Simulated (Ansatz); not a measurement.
An Ansatz run on BP (zincblende) left the output below. The cell was relaxed with r2SCAN and then strained (epitaxial +2.0 % in the xy plane, free normal strain -0.82 %), with the atoms relaxed again with r2SCAN; k points keep the names of the unstrained zone.

The cell:
```
B P
1.0
     0.00000    2.31368    2.24983
     2.31368    0.00000    2.24983
     2.31368    2.31368    0.00000
B P
1 1
Direct
  0.00000 0.00000 0.00000
  0.25000 0.25000 0.25000
```

Output, abridged:
```
Pseudopotential: B, paw, valence charge 3, recommended cutoff 500 eV (meta_gga)
Pseudopotential: P, paw, valence charge 5, recommended cutoff 500 eV (meta_gga)
Functional definition: r2SCAN
Crystal: 2 atoms, lattice volume = 24.087 Å³
Basis set: ecut = 500 eV, 601 PW (Γ)
Bands: 8, of which v1, the nominal top of the filled ones, is band 4 counted from 1 (3 counted from 0)
Symmetry: 8 space group operations
k-points: 260 of 512 (irreducible under 1 space group operation, time reversal used)
preconditioner: auto → none  [insulator: Δε(μ)=1.006 eV  ℏωp=21.4 eV]
SCF 1 converged in 8 iterations: F = -916.662661 eV  dr2 = 2.35e-11
SCF 1 converged in 3 iterations: F = -916.663603 eV  dr2 = 1.20e-8
Free energy (F): -916.662661 eV
Fermi energy:    9.007297 eV
--- Per-component energies (eV) ---
  E_band       = 16.770320
  E_kinetic    = 119.907678
  E_local      = -68.880087
  E_nonlocal   = 43.958476
  E_hartree    = 17.401313
  E_xc         = -90.562525
  E_vxc        = -107.367341
  E_paw        = -655.745849
  E_vpaw       = -10.553408
  E_vtau       = 4.902380
  E_ewald      = -282.632382
  E_core_change = -0.109284
--- Dielectric response (ions clamped): 3 representative field directions + reference, inside a basis on a mesh of 512 k-points ---
  ε∞ (high-frequency dielectric tensor):
        8.918620     0.000000     0.000000
        0.000000     8.918620     0.000000
        0.000000     0.000000     8.504843
  Born effective charges Z* (e; rows j = field, columns β = displacement):
    site 0:
        -0.34186    0.00000    0.00000
         0.00000   -0.34186    0.00000
         0.00000    0.00000   -0.38143
    site 1:
         0.34186    0.00000    0.00000
         0.00000    0.34186    0.00000
         0.00000    0.00000    0.38143
  ε∞ is read to err by 2.6e-2, Z* by 5.7e-3 e
```

Task: Which of these blocks stood in the input: relax, gw, phonons, dielectric, magnetization (spin_orbit)?

Result: dielectric. A response with clamped ions alone is the dielectric block.

Task: Which k mesh was typed?

Result: 8×8×8, Γ-centred.

Task: How were the bands filled?

Result: Fixed occupations.

Run as `ansatz run input.yaml --threads 2 --pin off --max-ram 29491MiB --backend cpu --events-out ev --progress --plain --runs-dir out`.

Task: What wall time did it need on 2 threads of AMD EPYC 7R13 Processor (Zen 3), on a shared host, load about 1.2 per core, and what peak of host memory did it reach?

Result: About 29 s, with a peak of 0.77 GiB.

The values are computed, spin-unpolarised, and not measurements.
